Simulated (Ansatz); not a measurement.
Input, command and steps of an Ansatz relaxation.

```yaml
crystal:
  lattice:
    - [-1.7723126184, 1.7723126184, 1.7723126184]
    - [1.7723126184, -1.7723126184, 1.7723126184]
    - [1.7723126184, 1.7723126184, -1.7723126184]
  atoms:
    - { symbol: Hf, position: [0.0, 0.0, 0.0] }
basis:
  ecutwfc: 420
kpoints:
  mp_grid: { grid: [16, 16, 16] }
hamiltonian:
  xc: pbe
  dispersion: d3bj
scf:
  occupations: { method: gaussian, width: 0.1 }
output:
  forces: true
  stress: true
  eigenvalues: true
relax:
  adjacent_minimum: "off"
  f_tol: 0.005
  max_steps: 50
  cell: { stress_tol: 0.05 }
```

```bash
ansatz run input.yaml --threads 1 --pin off --max-ram 2560MiB --backend cpu --events-out ev --progress --plain --runs-dir out
```

Level of theory: DFT PBE+D3(BJ), scalar-relativistic, plane waves, PAW (Ansatz).

Of 5 frames 5 are shown, positions in Å and forces in eV/Å; the SCF threshold varies from step to step. Steps run on the plane waves of an earlier cell, with a Pulay correction in the pressure. The basis is chosen afresh for the last frame, the zero of the energies, and at times for earlier ones too; energy and pressure step there, also at an unchanged geometry. The mark taken_back stands on steps that the optimiser undid.

```xyz
1
Lattice="-1.7723 1.7723 1.7723 1.7723 -1.7723 1.7723 1.7723 1.7723 -1.7723" Properties=species:S:1:pos:R:3:forces:R:3 pbc="T T T" step=1 free_energy_over_end_meV_per_atom=8.14 pressure_GPa=-3.42
Hf    0.0000    0.0000    0.0000    0.0000    0.0000    0.0000
1
Lattice="-1.7310 1.7310 1.7310 1.7310 -1.7310 1.7310 1.7310 1.7310 -1.7310" Properties=species:S:1:pos:R:3:forces:R:3 pbc="T T T" step=2 free_energy_over_end_meV_per_atom=9.51 pressure_GPa=4.16 taken_back
Hf    0.0000    0.0000    0.0000    0.0000    0.0000    0.0000
1
Lattice="-1.7532 1.7532 1.7532 1.7532 -1.7532 1.7532 1.7532 1.7532 -1.7532" Properties=species:S:1:pos:R:3:forces:R:3 pbc="T T T" step=3 free_energy_over_end_meV_per_atom=-0.14 pressure_GPa=-0.15
Hf    0.0000    0.0000    0.0000    0.0000    0.0000    0.0000
1
Lattice="-1.7523 1.7523 1.7523 1.7523 -1.7523 1.7523 1.7523 1.7523 -1.7523" Properties=species:S:1:pos:R:3:forces:R:3 pbc="T T T" step=4 free_energy_over_end_meV_per_atom=-0.16 pressure_GPa=0.01
Hf    0.0000    0.0000    0.0000    0.0000    0.0000    0.0000
1
Lattice="-1.7523 1.7523 1.7523 1.7523 -1.7523 1.7523 1.7523 1.7523 -1.7523" Properties=species:S:1:pos:R:3:forces:R:3 pbc="T T T" step=5 free_energy_over_end_meV_per_atom=0.00 pressure_GPa=0.00
Hf    0.0000    0.0000    0.0000    0.0000    0.0000    0.0000
```

The run took 19 s on 1 thread of Arm Neoverse V1, on a shared host, peak memory 0.35 GiB.

Spin–orbit coupling is left out, which can shift energies with elements as heavy as these.